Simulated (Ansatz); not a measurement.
TiSi2: equation of state with PBE

The system is TiSi2.

```
Ti Si
1.0
    -1.47287    1.71213    4.21208
     1.47287   -1.71213    4.21208
     1.47287    1.71213   -4.21208
Ti Si
1 2
Direct
  0.00000 0.00000 0.00000
  0.67008 0.67008 0.00000
  0.32992 0.32992 0.00000
```

The cell comes from a database or a generator and needn't be the stable form of this composition.

| Item | Value |
| --- | --- |
| Program | Ansatz 0.2.0 |
| Task | equation of state |
| Functional | PBE |
| Potentials or basis | Ansatz PAW |
| Cutoff | 420 eV |
| Density cutoff | 1680 eV |
| k mesh | 12 × 12 × 12 |
| Occupations | fermi-dirac, width 0.05 eV |
| Spin | no spin polarisation |

* Equilibrium volume: 14.19 Å³/atom
* Bulk modulus at fixed shape and positions: 138 GPa
* Pressure derivative of the bulk modulus: 4.3

Energy against volume, from the lowest point:
| volume (Å³/atom) | energy (meV/atom) |
| --- | --- |
| 13.313 | 26.12 |
| 13.596 | 11.52 |
| 13.879 | 3.02 |
| 14.162 | 0.00 |
| 14.446 | 1.92 |
| 14.729 | 8.27 |
| 15.012 | 18.60 |

All runs of the series together: 27 s on 2 threads of Arm Neoverse V2, with other jobs on the host.

Caveat: the cell was scaled at fixed shape and fractional positions, which overstates the stiffness of a crystal with free parameters, most of all of layers and chains.
